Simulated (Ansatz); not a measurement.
# InSe: single point with RPBE

**What was measured.**

“The Interaction of Hydrogen with the van der Waals Crystal γ-InSe”, 2020, pmc:7321205 reports, for a bulk crystal of InSe at 300 K: band gap 1.25 eV.

Crystal: InSe.

```
In Se
1.0
     2.00000    1.15470    8.44000
    -2.00000    1.15470    8.44000
     0.00000   -2.30940    8.44000
In Se
2 2
Direct
  0.88860 0.88860 0.88860
  0.00000 0.00000 0.00000
  0.17190 0.17190 0.17190
  0.38350 0.38350 0.38350
```

| Property | Result |
| --- | --- |
| Program | Ansatz 0.2.0 |
| Task | single point |
| Functional | RPBE |
| Potentials or basis | Ansatz PAW |
| Cutoff | 420 eV (not typed: the program's choice for these potentials) |
| k mesh | 8 × 8 × 8 |
| Occupations | gaussian, width 0.05 eV |
| Spin | no spin polarisation |

```yaml
Pressure: 4.5 GPa
Largest_force: 0.401 eV/Å
Band_gap_on_the_k_mesh: 0.58 eV, direct
```

Forces on the atoms (eV/Å):
```
In   0.000  0.000  0.401
In   0.000  0.000 -0.386
Se   0.000  0.000 -0.317
Se   0.000  0.000  0.301
```

Stress tensor (GPa, compression positive):
```
4.88 0.00 0.00
0.00 4.88 0.00
0.00 0.00 3.72
```

Levels at points of the mesh, in eV from the valence-band top:
| k point | band 27 | band 28 | band 29 | band 30 | band 31 | band 32 |
| --- | --- | --- | --- | --- | --- | --- |
| (0.00, 0.00, 0.00) | -1.31 | -1.21 | -1.21 | 1.77 | 2.22 | 4.45 |
| (0.00, 0.00, -0.50) | -2.33 | -2.23 | -1.65 | 1.31 | 2.04 | 3.73 |
| (0.00, -0.50, -0.50) | -2.49 | -2.05 | -1.48 | 1.29 | 2.05 | 3.40 |
| (-0.50, -0.50, -0.50) | -1.14 | -1.14 | 0.00 | 0.58 | 2.27 | 4.37 |

Run time: 19 s on 2 threads of Intel(R) Xeon(R) Processor @ 2.50GHz (Skylake/Cascade Lake) (shared host), peak memory 0.51 GiB.

Against the measured gap of InSe, 1.25 eV (300 K; “The Interaction of Hydrogen with the van der Waals Crystal γ-InSe”, 2020, pmc:7321205), the calculated 0.58 eV is off by -0.67 eV. Spin-orbit coupling on In, Se is left out. The value is that of RPBE on a finite k mesh, which can miss the band edges, without temperature or zero-point motion. Semilocal functionals fall short of measured gaps as a rule.

Caveat: spin-orbit coupling is left out, which moves the levels of the heavy elements; the PAW data sets come from PBE, with cores solved anew for the run's functional, which leaves a small shift of forces and pressure.
